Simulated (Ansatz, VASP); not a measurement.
Two plane-wave programs on TaC2

```
Ta C
1.0
     4.23882    0.00000    0.00000
     0.00000    4.23882    0.00000
     0.00000    0.00000    2.74570
Ta C
1 2
Direct
  0.00000 0.00000 0.50000
  0.00000 0.50000 0.50000
  0.50000 0.00000 0.50000
```

Alike in both runs: functional PBE; k mesh 12 × 12 × 16; occupations gaussian, width 0.1 eV; no spin polarisation.

Ansatz relaxed the structure, and its values are those at the end. VASP's run is a single point on that final structure, the one shown.

```csv
,VASP,Ansatz
version,VASP 6.6.1,Ansatz 0.2.0
potentials or method,"VASP PAW PBE potentials, release 64 (Ta_pv, C)","scalar-relativistic, plane waves, PAW"
plane-wave cutoff (eV),520,420
valence electrons in the cell,19,21
```

|  | VASP | Ansatz | Ansatz less VASP |
| --- | --- | --- | --- |
| gap on the k mesh at the Fermi level (eV) | none | none | - |
| pressure (GPa) | 0.2 | 0.0 | -0.19 |

A gap of «none» marks a metal or a gap that the smearing closes. The functional is the same, so the differences come from potentials, cutoffs and numerics. The two sets of potentials don't hold the same shells in valence.

Spin-orbit coupling is left out, which matters for the levels of Ta.
